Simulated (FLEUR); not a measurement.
**C under changes of volume**

One of the cells (5.672 Å³/atom); the others are scaled copies at fixed shape and fractional positions:

```xyz
2
Lattice="0.0000 1.7834 1.7834 1.7834 0.0000 1.7834 1.7834 1.7834 0.0000" Properties=species:S:1:pos:R:3 pbc="T T T"
C     2.6751    2.6751    2.6751
C     1.7834    1.7834    1.7834
```

This isn't the form of C at room conditions, which is graphite.

* Program: FLEUR MaX-R8.1 (patched build s14)
* Functional: LDA (Perdew-Zunger)
* Potentials or basis: all-electron
* Basis: FLAPW
* Kmax: 5.19 1/bohr
* k mesh: 13 × 13 × 13
* Occupations: fermi-dirac, width 0.05 eV
* Spin: no spin polarisation

```csv
volume (Å³/atom),energy over the lowest point (meV/atom),gap on the mesh (eV)
5.332,?,?
5.445,0.15,4.21
5.672,0.00,4.11
5.899,24.74,4.01
6.012,44.93,3.97
```

Problem. What does the run at 5.332 Å³/atom give?

Solution. Energy over the lowest point 11.08 meV/atom; gap on the mesh 4.26 eV.

Worked out: A Birch-Murnaghan fit of order 2 (a polynomial in V^(-2/3)) to the other rows has its minimum at 5.56 Å³/atom with B0 = V·E''(V) = 476 GPa. It gives 11.23 meV/atom at 5.332 Å³/atom, against the run's 11.08. A straight line through the other rows of the gap, of slope -2.45 eV per unit of ln V, extrapolates to 4.26 eV, against the run's 4.26.

Energies are extrapolated to zero smearing.

Caveats: an odd mesh through Γ misses points on the zone boundary, where band edges often lie.
